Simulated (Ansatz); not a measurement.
MnO2:

```
Mn O
1.0
     2.85496    0.00000    0.00000
    -1.42748    2.47246    0.00000
     0.00000    0.00000   10.22174
Mn O
2 4
Direct
  0.00000 0.00000 0.50000
  0.00000 0.00000 0.00000
  0.66667 0.33333 0.40686
  0.66667 0.33333 0.09314
  0.33333 0.66667 0.59314
  0.33333 0.66667 0.90686
```

Measurements of this composition are mostly on another form, of space group No. 136.

Base run:

| Property | Result |
| --- | --- |
| Program | Ansatz 0.2.0 |
| Functional | LDA |
| Potentials or basis | all-electron LAPW, scalar-relativistic |
| Cutoff | 417 eV (chosen from the basis error) |
| Basis error allowed | 0.002 eV/atom |
| k mesh | 11 × 11 × 3 |
| Occupations | fermi-dirac, width 0.05 eV |
| Spin | collinear spin, ferromagnetic start |
| Starting moments | [4.0, 4.0, 0.0, 0.0, 0.0, 0.0] μB |

Its results: band gap on the k mesh 0.51 eV, indirect (least direct gap 0.54 eV); pressure -7.9 GPa; net moment 6.00 μB per cell; site moments Mn +2.70; O +0.06 μB; largest force 0.591 eV/Å.

The run is repeated on the same cell with these changes: functional from LDA to PBEsol. What comes out?

Band gap on the k mesh 0.81 eV, indirect (least direct gap 0.86 eV); pressure -2.3 GPa; net moment 6.00 μB per cell; site moments Mn +2.72; O +0.05 μB; largest force 0.188 eV/Å.

PBEsol binds less tightly than LDA, so the same cell stands under more pressure.

Caveats: only a ferromagnetic start was run, and an antiferromagnetic order may lie lower in energy.
